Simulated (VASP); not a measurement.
Input of a VASP 6.6.1 run:

File INCAR:

```
  ALGO = Normal
  EDIFF = 1E-6
  ENCUT = 520
  ISIF = 2
  ISMEAR = 0
  LASPH = T
  LCHARG = F
  LMIXTAU = T
  LREAL = F
  LWAVE = F
  METAGGA = R2SCAN
  NBANDS = 11
  NELM = 80
  PREC = Accurate
  SIGMA = 0.02
```

File KPOINTS:

```
k-points
0
Gamma
  8 8 8
```

The input POSCAR:

```
MgSe
1.0
    0.0000000000      2.7255000000      2.7255000000
    2.7255000000      0.0000000000      2.7255000000
    2.7255000000      2.7255000000      0.0000000000
Se Mg
1 1
Direct
    0.5000000000      0.5000000000      0.5000000000
    0.0000000000      0.0000000000      0.0000000000
```

The input KPOINTS_OPT:

```
path GXWKGLUWLK,UX
15
line-mode
reciprocal
 0.0000000000  0.0000000000  0.0000000000  G
 0.5000000000  0.0000000000  0.5000000000  X

 0.5000000000  0.0000000000  0.5000000000  X
 0.5000000000  0.2500000000  0.7500000000  W

 0.5000000000  0.2500000000  0.7500000000  W
 0.3750000000  0.3750000000  0.7500000000  K

 0.3750000000  0.3750000000  0.7500000000  K
 0.0000000000  0.0000000000  0.0000000000  G

 0.0000000000  0.0000000000  0.0000000000  G
 0.5000000000  0.5000000000  0.5000000000  L

 0.5000000000  0.5000000000  0.5000000000  L
 0.6250000000  0.2500000000  0.6250000000  U

 0.6250000000  0.2500000000  0.6250000000  U
 0.5000000000  0.2500000000  0.7500000000  W

 0.5000000000  0.2500000000  0.7500000000  W
 0.5000000000  0.5000000000  0.5000000000  L

 0.5000000000  0.5000000000  0.5000000000  L
 0.3750000000  0.3750000000  0.7500000000  K

 0.6250000000  0.2500000000  0.6250000000  U
 0.5000000000  0.0000000000  0.5000000000  X
```

Potentials or basis: VASP PAW PBE potentials, release 64 (Se, Mg).

The run is started by

```bash
$ cat potpaw_PBE.64/Se/POTCAR potpaw_PBE.64/Mg/POTCAR > POTCAR
$ mpirun -np 1 vasp_std > vasp.out
```

Task: Predict the band gap on the k mesh.

Result: 2.46 eV, indirect (least direct gap 3.49 eV).

Task: Estimate the pressure.

Result: 0.6 GPa.

Task: What does it give for the band gap along the path?

Result: 2.46 eV, indirect (least direct gap 3.49 eV).

Levels at the corners of the path, in eV from the valence-band top:
| point | band 2 | band 3 | band 4 | band 5 | band 6 | band 7 |
| --- | --- | --- | --- | --- | --- | --- |
| Γ | 0.00 | 0.00 | 0.00 | 3.49 | 8.02 | 8.02 |
| X | -4.32 | -1.82 | -1.82 | 2.46 | 4.53 | 12.86 |
| X | -4.32 | -1.82 | -1.82 | 2.46 | 4.53 | 12.86 |
| W | -3.36 | -3.36 | -2.52 | 5.17 | 7.73 | 8.26 |
| W | -3.36 | -3.36 | -2.52 | 5.17 | 7.73 | 8.26 |
| K | -3.82 | -3.33 | -1.47 | 3.68 | 6.92 | 9.68 |
| K | -3.82 | -3.33 | -1.47 | 3.68 | 6.92 | 9.68 |
| Γ | 0.00 | 0.00 | 0.00 | 3.49 | 8.02 | 8.02 |
| Γ | 0.00 | 0.00 | 0.00 | 3.49 | 8.02 | 8.02 |
| L | -4.98 | -0.61 | -0.61 | 4.52 | 6.71 | 6.71 |
| L | -4.98 | -0.61 | -0.61 | 4.52 | 6.71 | 6.71 |
| U | -3.82 | -3.33 | -1.47 | 3.68 | 6.92 | 9.68 |
| U | -3.82 | -3.33 | -1.47 | 3.68 | 6.92 | 9.68 |
| W | -3.36 | -3.36 | -2.52 | 5.17 | 7.73 | 8.26 |
| W | -3.36 | -3.36 | -2.52 | 5.17 | 7.73 | 8.26 |
| L | -4.98 | -0.61 | -0.61 | 4.52 | 6.71 | 6.71 |
| L | -4.98 | -0.61 | -0.61 | 4.52 | 6.71 | 6.71 |
| K | -3.82 | -3.33 | -1.47 | 3.68 | 6.92 | 9.68 |
| U | -3.82 | -3.33 | -1.47 | 3.68 | 6.92 | 9.68 |
| X | -4.32 | -1.82 | -1.82 | 2.46 | 4.53 | 12.86 |

Caveat: the PAW data sets were made with another functional, which shifts forces and pressure a little. r2SCAN opens gaps a little over a GGA but as a rule still falls short of measured ones.
